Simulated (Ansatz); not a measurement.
Pt: equation of state with LDA

Pt:

```
Pt
1.0
    -1.58422    1.58422    1.58422
     1.58422   -1.58422    1.58422
     1.58422    1.58422   -1.58422
Pt
1
Direct
  0.00000 0.00000 0.00000
```

This isn't the form of Pt at room conditions, which is fcc.

```
Program             : Ansatz 0.2.0
Task                : equation of state
Functional          : LDA
Potentials or basis : Ansatz PAW
Cutoff              : 420 eV
Density cutoff      : 1680 eV
k mesh              : 12 × 12 × 12
Occupations         : fermi-dirac, width 0.05 eV
Spin                : no spin polarisation
```

The equilibrium volume is 14.91 Å³/atom (rough: see the caveat) and the bulk modulus is 298 GPa (rough).

Energy against volume, from the lowest point:
| volume (Å³/atom) | energy (meV/atom) |
| --- | --- |
| 14.950 | 0.00 |
| 15.268 | 7.50 |
| 15.586 | 25.82 |
| 15.904 | 53.58 |
| 16.222 | 89.56 |
| 16.540 | 132.70 |
| 16.858 | 182.03 |

All runs of the series together: 27 s on 2 threads of Intel(R) Xeon(R) Processor @ 2.50GHz (Skylake/Cascade Lake), on a shared host.

Caveat: the minimum lies outside the volumes run. Spin-orbit coupling is left out, which matters for the levels of Pt.
